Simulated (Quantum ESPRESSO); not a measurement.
# P (Cmce) in Quantum ESPRESSO: convergence with k mesh

Aim: find how far k mesh must go before the results for P settle, at PBE. This setting moves, with any that are tied to it; all else stays.

All numbers are computed with Quantum ESPRESSO 7.5; they aren't measurements. Logs are shortened: lines on timing, memory, paths and dates and some standing lists are left out, and cuts for length are marked.

### Step 1. The structure

The structure is orthorhombic, space group Cmce (No. 64). The conventional cell has a = 3.295 Å, b = 10.930 Å, c = 4.544 Å, α = 90.00°, β = 90.00°, γ = 90.00°. P (site symmetry m) is surrounded by 3 P at 2.20 to 2.25 Å.

### Step 2. With k mesh 1 × 1 × 1

Contents of pw.in:

```
&CONTROL
  calculation = 'scf'
  prefix = 'pwscf'
  outdir = './tmp'
  pseudo_dir = './pseudo'
  tprnfor = .true.
  tstress = .true.
  disk_io = 'nowf'
/
&SYSTEM
  ibrav = 0
  nat = 4
  ntyp = 1
  ecutwfc = 40
  nbnd = 16
  occupations = 'smearing'
  smearing = 'mp'
  degauss = 0.00999582
/
&ELECTRONS
  conv_thr = 8d-10
  electron_maxstep = 120
  mixing_beta = 0.5
/
ATOMIC_SPECIES
P     30.9738 15_P_5_1.8_1.9_pbe_n_v1.0.upf
CELL_PARAMETERS angstrom
   1.6477431241   -5.4650377251    0.0000000000
   1.6477431241    5.4650377251    0.0000000000
   0.0000000000    0.0000000000    4.5436355900
ATOMIC_POSITIONS crystal
P      0.9041431300    0.0958568700    0.5888151700
P      0.0958568700    0.9041431300    0.4111848300
P      0.5958568700    0.4041431300    0.0888151700
P      0.4041431300    0.5958568700    0.9111848300
K_POINTS automatic
1 1 1 0 0 0
```

Potentials or basis: SPMS 1.0 PBE.

The run is started by

```console
OMP_NUM_THREADS=1 pw.x -in pw.in > pw.out
```

Run time: 1.3 s. Hardware: 1 thread of Arm Neoverse V2, shared host; peak memory 0.05 GiB.

Results:

* Free energy: -747.2404 eV
* Pressure: 7.9 GPa
* Largest force: 2.895 eV/Å
* Band gap on the k mesh: 1.73 eV, direct

### Step 3. With k mesh 2 × 2 × 2

pw.in: that of step 2 with these lines changed.

```diff
@@ -36,2 +36,2 @@
 K_POINTS automatic
-1 1 1 0 0 0
+2 2 2 0 0 0
```

Potentials or basis: SPMS 1.0 PBE.

The run is started by

```console
OMP_NUM_THREADS=1 pw.x -in pw.in > pw.out
```

Run time: 4.7 s. Hardware: 1 thread of Arm Neoverse V2, shared host; peak memory 0.05 GiB.

Results:

- Free energy: -750.9121 eV
- Pressure: 4.1 GPa
- Largest force: 0.669 eV/Å
- Band gap on the k mesh: 0.07 eV, direct

### Step 4. With k mesh 4 × 4 × 3

pw.in: that of step 3 with these lines changed.

```diff
@@ -36,2 +36,2 @@
 K_POINTS automatic
-2 2 2 0 0 0
+4 4 3 0 0 0
```

The run is started by

```console
OMP_NUM_THREADS=1 pw.x -in pw.in > pw.out
```

It took 12 s on 1 thread of Arm Neoverse V2, shared host; peak memory 0.05 GiB.

Results:

- Free energy: -751.9913 eV
- Pressure: 2.2 GPa
- Largest force: 0.324 eV/Å
- Band gap on the k mesh: 0.09 eV, direct

### Step 5. With k mesh 5 × 5 × 4

pw.in: that of step 4 with these lines changed.

```diff
@@ -36,2 +36,2 @@
 K_POINTS automatic
-4 4 3 0 0 0
+5 5 4 0 0 0
```

The run is started by

```console
OMP_NUM_THREADS=1 pw.x -in pw.in > pw.out
```

Run time: 22 s. Hardware: 1 thread of Arm Neoverse V2, shared host; peak memory 0.06 GiB.

Results:

- Free energy: -752.0840 eV
- Pressure: 2.1 GPa
- Largest force: 0.346 eV/Å
- Band gap on the k mesh: 0.44 eV, direct

### Step 6. With k mesh 6 × 6 × 4

pw.in: that of step 5 with these lines changed.

```diff
@@ -36,2 +36,2 @@
 K_POINTS automatic
-5 5 4 0 0 0
+6 6 4 0 0 0
```

Potentials or basis: SPMS 1.0 PBE.

The run is started by

```console
OMP_NUM_THREADS=1 pw.x -in pw.in > pw.out
```

Run time: 30 s. Hardware: 1 thread of Arm Neoverse V2, shared host; peak memory 0.07 GiB.

The run converged. Its results:

```
Free energy            : -752.1028 eV
Pressure               : 2.1 GPa
Largest force          : 0.355 eV/Å
Band gap on the k mesh : 0.09 eV, direct
```

### Step 7. With k mesh 7 × 7 × 5

pw.in: that of step 6 with these lines changed.

```diff
@@ -36,2 +36,2 @@
 K_POINTS automatic
-6 6 4 0 0 0
+7 7 5 0 0 0
```

The run is started by

```console
OMP_NUM_THREADS=1 pw.x -in pw.in > pw.out
```

Run time: 41 s. Hardware: 1 thread of Arm Neoverse V2, shared host; peak memory 0.07 GiB.

It converged, with:

* Free energy: -752.1133 eV
* Pressure: 2.1 GPa
* Largest force: 0.350 eV/Å
* Band gap on the k mesh: 0.28 eV, direct

### Step 8. With k mesh 8 × 8 × 6

pw.in: that of step 7 with these lines changed.

```diff
@@ -36,2 +36,2 @@
 K_POINTS automatic
-7 7 5 0 0 0
+8 8 6 0 0 0
```

The run is started by

```console
OMP_NUM_THREADS=1 pw.x -in pw.in > pw.out
```

It took 66 s on 1 thread of Arm Neoverse V2, shared host; peak memory 0.09 GiB.

The run converged. Its results:

- Free energy: -752.1179 eV
- Pressure: 2.0 GPa
- Largest force: 0.352 eV/Å
- Band gap on the k mesh: 0.09 eV, direct

### Step 9. With k mesh 10 × 10 × 7

pw.in: that of step 8 with these lines changed.

```diff
@@ -36,2 +36,2 @@
 K_POINTS automatic
-8 8 6 0 0 0
+10 10 7 0 0 0
```

Potentials or basis: SPMS 1.0 PBE.

The run is started by

```console
OMP_NUM_THREADS=1 pw.x -in pw.in > pw.out
```

Run time: 1.7 min. Hardware: 1 thread of Arm Neoverse V2, shared host; peak memory 0.12 GiB.

The run converged. Its results:

```
Free energy            : -752.1202 eV
Pressure               : 2.0 GPa
Largest force          : 0.353 eV/Å
Band gap on the k mesh : none (metal or under the smearing width)
```

### Step 10. With k mesh 11 × 11 × 8

pw.in: that of step 9 with these lines changed.

```diff
@@ -36,2 +36,2 @@
 K_POINTS automatic
-10 10 7 0 0 0
+11 11 8 0 0 0
```

Potentials or basis: SPMS 1.0 PBE.

The run is started by

```console
OMP_NUM_THREADS=1 pw.x -in pw.in > pw.out
```

pw.out:

```text
This program is part of the open-source Quantum ESPRESSO suite
     for quantum simulation of materials; please cite
         "P. Giannozzi et al., J. Phys.:Condens. Matter 21 395502 (2009);
         "P. Giannozzi et al., J. Phys.:Condens. Matter 29 465901 (2017);
         "P. Giannozzi et al., J. Chem. Phys. 152 154105 (2020);
     in publications or presentations arising from this work. More details at

     Message from routine setup:
     using ibrav=0 with symmetry is DISCOURAGED, use correct ibrav instead

     G-vector sticks info
     --------------------
     sticks:   dense  smooth     PW     G-vecs:    dense   smooth      PW
     Sum         821     821    279                18899    18899    3637

     Using Slab Decomposition

     bravais-lattice index     =            0
     lattice parameter (alat)  =      10.7866  a.u.
     unit-cell volume          =     552.2208 (a.u.)^3
     number of atoms/cell      =            4
     number of atomic types    =            1
     number of electrons       =        20.00
     number of Kohn-Sham states=           16
     kinetic-energy cutoff     =      40.0000  Ry
     charge density cutoff     =     160.0000  Ry
     scf convergence threshold =      8.0E-10
     mixing beta               =       0.5000
     number of iterations used =            8  plain     mixing
     Exchange-correlation= PBE
                           (   1   4   3   4   0   0   0)

     celldm(1)=  10.786628  celldm(2)=   0.000000  celldm(3)=   0.000000
     celldm(4)=   0.000000  celldm(5)=   0.000000  celldm(6)=   0.000000

     crystal axes: (cart. coord. in units of alat)
               a(1) = (   0.288671  -0.957428   0.000000 )
               a(2) = (   0.288671   0.957428   0.000000 )
               a(3) = (   0.000000   0.000000   0.796007 )

     reciprocal axes: (cart. coord. in units 2 pi/alat)
               b(1) = (  1.732078 -0.522232  0.000000 )
               b(2) = (  1.732078  0.522232 -0.000000 )
               b(3) = ( -0.000000  0.000000  1.256271 )

     PseudoPot. # 1 for P  read from file:
     15_P_5_1.8_1.9_pbe_n_v1.0.upf
     Pseudo is Norm-conserving + core correction, Zval =  5.0
     Generated using ONCVPSP code by D. R. Hamann
     Using radial grid of 1300 points,  6 beta functions with:
                l(1) =   0
                l(2) =   0
                l(3) =   1
                l(4) =   1
                l(5) =   2
                l(6) =   2

     atomic species   valence    mass     pseudopotential
     P                 5.00    30.97380     P ( 1.00)

      8 Sym. Ops., with inversion, found ( 4 have fractional translation)

   Cartesian axes

     site n.     atom                  positions (alat units)
         1        P      tau(   1) = (   0.2886707  -0.7738763   0.4687007  )
         2        P      tau(   2) = (   0.2886707   0.7738763   0.3273058  )
         3        P      tau(   3) = (   0.2886707  -0.1835522   0.0706975  )
         4        P      tau(   4) = (   0.2886707   0.1835522   0.7253091  )

     number of k points=   180  Methfessel-Paxton smearing, width (Ry)=  0.0100

     Number of k-points >= 100: set verbosity='high' to print them.

     Dense  grid:    18899 G-vectors     FFT dimensions: (  48,  48,  36)

     Initial potential from superposition of free atoms

     starting charge      19.9994, renormalised to      20.0000
     Starting wfcs are   16 randomized atomic wfcs

     Self-consistent Calculation

     iteration #  1     ecut=    40.00 Ry     beta= 0.50
     Davidson diagonalization with overlap
     ethr =  1.00E-02,  avg # of iterations =  4.4

     Threshold (ethr) on eigenvalues was too large:
     Diagonalizing with lowered threshold

     Davidson diagonalization with overlap
     ethr =  2.82E-04,  avg # of iterations =  5.0

     WARNING: integrated charge=    19.99998487, expected=    20.00000000

     total energy              =     -55.27967249 Ry
     estimated scf accuracy    <       0.06064262 Ry

     iteration #  2     ecut=    40.00 Ry     beta= 0.50
     Davidson diagonalization with overlap
     ethr =  3.03E-04,  avg # of iterations =  1.0

     WARNING: integrated charge=    19.99999771, expected=    20.00000000

     total energy              =     -55.27930846 Ry
     estimated scf accuracy    <       0.01144819 Ry

     iteration #  3     ecut=    40.00 Ry     beta= 0.50
     Davidson diagonalization with overlap
     ethr =  5.72E-05,  avg # of iterations =  2.5

     total energy              =     -55.27977975 Ry
     estimated scf accuracy    <       0.00018452 Ry

     iteration #  4     ecut=    40.00 Ry     beta= 0.50
     Davidson diagonalization with overlap
     c_bands:  1 eigenvalues not converged
     c_bands:  1 eigenvalues not converged
     c_bands:  1 eigenvalues not converged
     ethr =  9.23E-07,  avg # of iterations =  6.9

     total energy              =     -55.27985633 Ry
     estimated scf accuracy    <       0.00001470 Ry

     iteration #  5     ecut=    40.00 Ry     beta= 0.50
     Davidson diagonalization with overlap
     ethr =  7.35E-08,  avg # of iterations =  2.1

     total energy              =     -55.27985822 Ry
     estimated scf accuracy    <       0.00000239 Ry

     iteration #  6     ecut=    40.00 Ry     beta= 0.50
     Davidson diagonalization with overlap
     ethr =  1.19E-08,  avg # of iterations =  2.1

     total energy              =     -55.27985868 Ry
     estimated scf accuracy    <       0.00000036 Ry

     iteration #  7     ecut=    40.00 Ry     beta= 0.50
     Davidson diagonalization with overlap
     ethr =  1.79E-09,  avg # of iterations =  1.7

     total energy              =     -55.27985872 Ry
     estimated scf accuracy    <       0.00000002 Ry

     iteration #  8     ecut=    40.00 Ry     beta= 0.50
     Davidson diagonalization with overlap
     ethr =  1.05E-10,  avg # of iterations =  3.6

     total energy              =     -55.27985873 Ry
     estimated scf accuracy    <       0.00000001 Ry

     iteration #  9     ecut=    40.00 Ry     beta= 0.50
     Davidson diagonalization with overlap
     ethr =  5.91E-11,  avg # of iterations =  2.0

     total energy              =     -55.27985873 Ry
     estimated scf accuracy    <          9.9E-10 Ry

     iteration # 10     ecut=    40.00 Ry     beta= 0.50
     Davidson diagonalization with overlap
     ethr =  4.96E-12,  avg # of iterations =  2.3

     End of self-consistent calculation

     Number of k-points >= 100: set verbosity='high' to print the bands.

     the Fermi energy is     6.9290 ev

!    total energy              =     -55.27985873 Ry
     estimated scf accuracy    <          2.3E-11 Ry
     smearing contrib. (-TS)   =       0.00001774 Ry
     internal energy E=F+TS    =     -55.27987647 Ry

     The total energy is F=E-TS. E is the sum of the following terms:
     one-electron contribution =       3.15215561 Ry
     hartree contribution      =       7.32054358 Ry
     xc contribution           =     -16.27417788 Ry
     ewald contribution        =     -49.47839778 Ry

     convergence has been achieved in  10 iterations

     Forces acting on atoms (cartesian axes, Ry/au):

     atom    1 type  1   force =    -0.00000000    0.00706245   -0.01175547
     atom    2 type  1   force =    -0.00000000   -0.00706245    0.01175547
     atom    3 type  1   force =    -0.00000000   -0.00706245   -0.01175547
     atom    4 type  1   force =     0.00000000    0.00706245    0.01175547

     Total force =     0.027428     Total SCF correction =     0.000006

     Computing stress (Cartesian axis) and pressure

          total   stress  (Ry/bohr**3)                   (kbar)     P=       20.34
   0.00012156   0.00000000   0.00000000           17.88        0.00        0.00
  -0.00000000   0.00013974   0.00000000           -0.00       20.56        0.00
   0.00000000   0.00000000   0.00015360            0.00        0.00       22.59

=------------------------------------------------------------------------------=
   JOB DONE.
=------------------------------------------------------------------------------=
```

Run time: 2.5 min. Hardware: 1 thread of Arm Neoverse V2, shared host; peak memory 0.15 GiB.

Results:

| Property | Result |
| --- | --- |
| Free energy | -752.1208 eV |
| Pressure | 2.0 GPa |
| Largest force | 0.353 eV/Å |
| Band gap on the k mesh | 0.17 eV, direct |

### Step 11. The series at a glance

```
     k mesh  energy less the tightest run, at zero smearing (meV/atom)  pressure (GPa)  largest force (eV/Å)  SCF cycles  CPU time (s)  peak memory (GiB)
  1 × 1 × 1                                                    1220.13            7.86                 2.895           9           1.3               0.05
  2 × 2 × 2                                                     302.82            4.06                 0.669           8           4.7               0.05
  4 × 4 × 3                                                      32.47            2.24                 0.324           9            12               0.05
  5 × 5 × 4                                                       9.19            2.15                 0.346           9            22               0.06
  6 × 6 × 4                                                       4.52            2.10                 0.355           9            30               0.07
  7 × 7 × 5                                                       1.85            2.06                 0.350          10            41               0.07
  8 × 8 × 6                                                       0.75            2.04                 0.352           9            66               0.09
10 × 10 × 7                                                       0.13            2.04                 0.353          10           100               0.12
11 × 11 × 8                                                       0.00            2.03                 0.353          10           150               0.15
```

Against the tightest run, the energy stays within 1 meV/atom from 8 × 8 × 6 on; the pressure stays within 0.1 GPa from 6 × 6 × 4 on; the largest force stays within 0.005 eV/Å from 6 × 6 × 4 on. Meshes of other sizes hit other points, so gaps and Fermi surfaces needn't settle smoothly. The tightest run that finished is the yardstick and may itself not be fully converged.

Caveats: this smearing can shift energies of a crystal with a gap; an odd mesh through Γ misses points on the zone boundary, where band edges often lie.
